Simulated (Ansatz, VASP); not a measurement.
**Two plane-wave programs on Tl**

```
CELL_PARAMETERS angstrom
-1.98500 1.98500 1.98500
1.98500 -1.98500 1.98500
1.98500 1.98500 -1.98500
ATOMIC_POSITIONS crystal
Tl 0.00000 0.00000 0.00000
```

Alike in both runs: task single point; functional BLYP; k mesh 12 × 12 × 12; occupations fermi-dirac, width 0.1 eV; no spin polarisation.

|  | VASP | Ansatz |
| --- | --- | --- |
| version | VASP 6.6.1 | Ansatz 0.2.0 |
| potentials or method | VASP PAW PBE potentials, release 64 (Tl_d) | plane waves (420 eV) with PAW, scalar-relativistic |
| plane-wave cutoff (eV) | 520 | 420 |
| valence electrons in the cell | 13 | 13 |

VASP gave:

| Quantity | Value |
| --- | --- |
| pressure (GPa) | 3.3 |

**Question.** Estimate Ansatz's values.

**Answer.** Pressure (GPa): 3.2.

Caveats: the PAW data sets were made with another functional, which shifts forces and pressure a little (VASP). The runs have no spin-orbit coupling, so splittings on Tl are missing.
